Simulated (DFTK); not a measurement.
**BeS under changes of volume**

One of the cells (14.261 Å³/atom); the others are scaled copies at fixed shape and fractional positions:

```xyz
2
Lattice="0.0000 2.4250 2.4250 2.4250 0.0000 2.4250 2.4250 2.4250 0.0000" Properties=species:S:1:pos:R:3 pbc="T T T"
S     3.6375    3.6375    3.6375
Be    0.0000    0.0000    0.0000
```

| Quantity | Value |
| --- | --- |
| Program | DFTK 0.8.2 |
| Functional | PBEsol |
| Potentials or basis | dojo.nc.sr.pbesol.v0_4_1.standard.upf (PBEsol) |
| Cutoff | 1197 eV |
| k mesh | 9 × 9 × 9 |
| Occupations | fermi-dirac, width 0.05 eV |
| Spin | no spin polarisation |

```tsv
volume (Å³/atom)	energy over the lowest point (meV/atom)	pressure (GPa)	gap on the mesh (eV)
13.405	?	?	?
13.690	5.08	3.6	2.94
13.975	0.68	1.4	2.98
14.261	0.00	-0.6	3.03
14.546	2.71	-2.4	3.07
14.831	8.49	-4.1	3.11
15.116	17.06	-5.6	3.14
```

What does the run at 13.405 Å³/atom give?

Energy over the lowest point 13.57 meV/atom; pressure 6.0 GPa; gap on the mesh 2.89 eV.

Worked out: A Birch-Murnaghan fit of order 3 (a polynomial in V^(-2/3)) to the other rows has its minimum at 14.17 Å³/atom with B0 = V·E''(V) = 97 GPa and B' = 3.8. It gives 13.58 meV/atom at 13.405 Å³/atom, against the run's 13.57, and -dE/dV = 6.0 GPa, against 6.0. A straight line through the other rows of the gap, of slope 2.06 eV per unit of ln V, extrapolates to 2.90 eV, against the run's 2.89.

Energies are extrapolated to zero smearing.

Caveats: an odd mesh through Γ misses points on the zone boundary, where band edges often lie.
